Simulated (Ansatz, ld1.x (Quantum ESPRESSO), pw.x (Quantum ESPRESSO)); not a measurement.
What a changed setting does to a pw.x run (fcc S)

Potential: PAW, ld1.x (Quantum ESPRESSO) 7.5, PBE; core [Ne], reference 3s2 3p4; waves: 3s (bound): rcut 1.15, rcutus 1.55 bohr; 3s channel at 2.5 Ry: rcut 1.15, rcutus 1.55 bohr; 3p (bound): rcut 1.15, rcutus 1.25 bohr; 3p channel at -0.1 Ry: rcut 1.15, rcutus 1.25 bohr; 3d channel at 0.3 Ry: rcut 1.40, rcutus 1.60 bohr; local part: all-electron potential smoothed inside 1.00 bohr (lloc = -1); core correction: Bessel-smoothed model core, default radius (core density twice the valence density); augmentation: PSQ, inside the norm-conserving radii.

The reference run (k-mesh 14³, cutoffs 45/560 Ry, Fermi–Dirac 0.01 Ry, mixing_beta 0.4, conv_thr 1e-9, no spin) gives -0.04 GPa at 15.941 Å³/atom, where all-electron LAPW gives -0.09 GPa. This run, with its own iteration cap, changes k-mesh points per axis to 3.

```
&control
  calculation='scf', prefix='x', pseudo_dir='./', outdir='./tmp', tstress=.true., disk_io='none'
/
&system
  ibrav=0, nat=1, ntyp=1, ecutwfc=45, ecutrho=560, nbnd=10,
  occupations='smearing', smearing='fd', degauss=0.01
/
&electrons
  conv_thr=1e-09, mixing_beta=0.4, electron_maxstep=50
/
ATOMIC_SPECIES
S 1.0 S.UPF
CELL_PARAMETERS angstrom
  0.00000000 1.99753864 1.99753864
  1.99753864 0.00000000 1.99753864
  1.99753864 1.99753864 0.00000000
ATOMIC_POSITIONS crystal
S 0.0000 0.0000 0.0000
K_POINTS automatic
3 3 3 0 0 0
```

```bash
pw.x < S.scf.in > S.scf.out
```

Problem. How does the run end?

Solution. It converges in 6 iterations; the free energy moves by -213.1 meV/atom and the pressure by +3.99 GPa.

```
Message from routine setup:
     using ibrav=0 with symmetry is DISCOURAGED, use correct ibrav instead
     lattice parameter (alat)  =       5.3384  a.u.
     unit-cell volume          =     107.5752 (a.u.)^3
     number of electrons       =         6.00
     number of Kohn-Sham states=           10
     kinetic-energy cutoff     =      45.0000  Ry
     charge density cutoff     =     560.0000  Ry
     scf convergence threshold =      1.0E-09
     Exchange-correlation= SLA  PW   PBX  PBC
     number of k points=     4  Fermi-Dirac smearing, width (Ry)=  0.0100
     iteration #  1     ecut=    45.00 Ry     beta= 0.40
     total energy              =     -66.21500809 Ry
     estimated scf accuracy    <       0.00029750 Ry
     iteration #  2     ecut=    45.00 Ry     beta= 0.40
     total energy              =     -66.21506145 Ry
     estimated scf accuracy    <       0.00008594 Ry
     iteration #  3     ecut=    45.00 Ry     beta= 0.40
     total energy              =     -66.21507388 Ry
     estimated scf accuracy    <       0.00000297 Ry
     iteration #  4     ecut=    45.00 Ry     beta= 0.40
     total energy              =     -66.21507497 Ry
     estimated scf accuracy    <       0.00000001 Ry
     iteration #  5     ecut=    45.00 Ry     beta= 0.40
     total energy              =     -66.21507498 Ry
     estimated scf accuracy    <          4.5E-09 Ry
     iteration #  6     ecut=    45.00 Ry     beta= 0.40
     the Fermi energy is     9.3216 ev
!    total energy              =     -66.21507498 Ry
     estimated scf accuracy    <          5.9E-10 Ry
     smearing contrib. (-TS)   =      -0.00699627 Ry
     The total energy is F=E-TS. E is the sum of the following terms:
     one-electron contribution =       5.80350180 Ry
     hartree contribution      =       1.01525831 Ry
     xc contribution           =     -16.17587438 Ry
     ewald contribution        =     -21.86274677 Ry
     one-center paw contrib.   =     -34.98821767 Ry
     convergence has been achieved in   6 iterations
          total   stress  (Ry/bohr**3)                   (kbar)     P=       39.50
     Message from routine punch:
     Nothing written, as per user request (disk_io='none')
```

The run took about 2.8 s on one core of a shared host (Neoverse-V2, 96 threads, 742 GiB, load 64).
